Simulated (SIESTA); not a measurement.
GaSb:

```
Sb Ga
1.0
     0.00000    3.05900    3.05900
     3.05900    0.00000    3.05900
     3.05900    3.05900    0.00000
Sb Ga
1 1
Direct
  0.75000 0.75000 0.75000
  0.00000 0.00000 0.00000
```

Base run:

* Program: SIESTA 5.4.2
* Functional: BLYP
* Potentials or basis: PseudoDojo 0.4 standard (PBE files)
* Basis: DZP (energy shift 0.003 Ry; two zetas on semicore shells)
* Grid cutoff: 800 Ry
* Energy shift: 0.003 Ry
* k mesh: 8 × 8 × 8
* Occupations: fermi-dirac, width 0.05 eV
* Spin: no spin polarisation

Its results: band gap on the k mesh none (metal or under the smearing width); pressure 5.4 GPa.

The run is repeated on the same cell with these changes: functional from BLYP to revPBE. What comes out?

Band gap on the k mesh 0.26 eV, direct; pressure 3.7 GPa.

Caveats: the potentials were made for another functional, which shifts forces and pressure; the basis of atomic orbitals isn't converged, which shifts pressures, moduli and gaps; spin-orbit coupling is left out, which moves the levels of the heavy elements (some runs).

A k mesh can miss the band edges.
